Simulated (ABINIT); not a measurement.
Crystal: ZnSe (Stilleite).

```xyz
2
Lattice="0.0000 2.8338 2.8338 2.8338 0.0000 2.8338 2.8338 2.8338 0.0000" Properties=species:S:1:pos:R:3 pbc="T T T"
Se    4.2507    4.2507    4.2507
Zn    0.0000    0.0000    0.0000
```

Program: ABINIT 10.8.3 (patched build). Alike in all runs: task single point; potentials or basis SG15 NC PBE v1.2; no spin polarisation; cell as given; cutoff (eV) 952; smearing fermi-dirac 0.05 eV; the mesh is coarse, so values aren't converged.

**Question.** Order these runs on this cell by their band gap on the k mesh, lowest first.
A. level HSE06; k mesh 2 × 2 × 2; screening length of exact exchange (1/bohr) 0.2; other keys hyb_range = 0.2; k = 2 × 2 × 2
B. level HSE06; k mesh 3 × 3 × 3
C. level PBE0; k mesh 3 × 3 × 3

**Answer.** A (1.92 eV), B (2.26 eV), C (3.07 eV).

Caveats: all runs use coarse meshes; exact exchange is summed on a coarse mesh, which widens gaps by tenths of an eV; Libxc's HSE differs a little from that of other programs (some runs).

Runs at the PBE level aren't shown here.
